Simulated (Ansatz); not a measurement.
## Te2Mo: ⁹⁷Mo NMR of the central transition

Cell: a structure deposited in the COD, atoms as given.

Space group P6_3/mmc (No. 194); a = 3.5182, c = 13.9736 Å, γ = 120.00°.

| site | Wyckoff | site symmetry | x | y | z |
| --- | --- | --- | --- | --- | --- |
| Te | 4f | 3m. | 0.3333 | 0.6667 | 0.6210 |
| Mo | 2c | -6m2 | 0.3333 | 0.6667 | 0.2500 |

One atom of each set is listed.

Level of theory: DFT, PBE, plane waves and PAW, scalar-relativistic, 420 eV cutoff, Γ-centred 14×14×3 k-points, Fermi–Dirac smearing 0.02 eV (Ansatz 0.2.0).

⁹⁷Mo has I = 5/2 and Q = 255.0 mb (Pyykkö 2018); at 14.1 T its Larmor frequency is ν₀ = 40.1 MHz (from the bare nuclear moment; shielding lowers the observed one by a per cent or two). Only the quadrupole interaction is simulated: positions count from each site's isotropic chemical shift, and shift anisotropy, dipolar and J coupling are left out.

(1) What does the ⁹⁷Mo spectrum (static powder) show for each site?

Answers

(1) 

| site | first shell | C_Q (MHz) | η | P_Q (MHz) | δ_QIS (ppm) | breadth (kHz) |
| --- | --- | --- | --- | --- | --- | --- |
| Mo | 6 Te at 2.72 Å | -41.7 | 0.00 | 41.7 | -6463 | 1351 |

δ_QIS = −(ν_Q²/30ν₀²)[I(I+1) − 3/4](1 + η²/3) × 10⁶ ppm with ν_Q = 3|C_Q|/[2I(2I−1)]; it falls as 1/B₀² in ppm, and the breadth as 1/B₀ in kHz.

An axis of threefold or higher order runs through Mo, so V_zz lies along it and η is zero.

With ν_Q/ν₀ up to 0.16, terms beyond second order are no longer negligible.

Without spin–orbit coupling the gradients at and beside Te can be off by some per cent, at some sites by more.
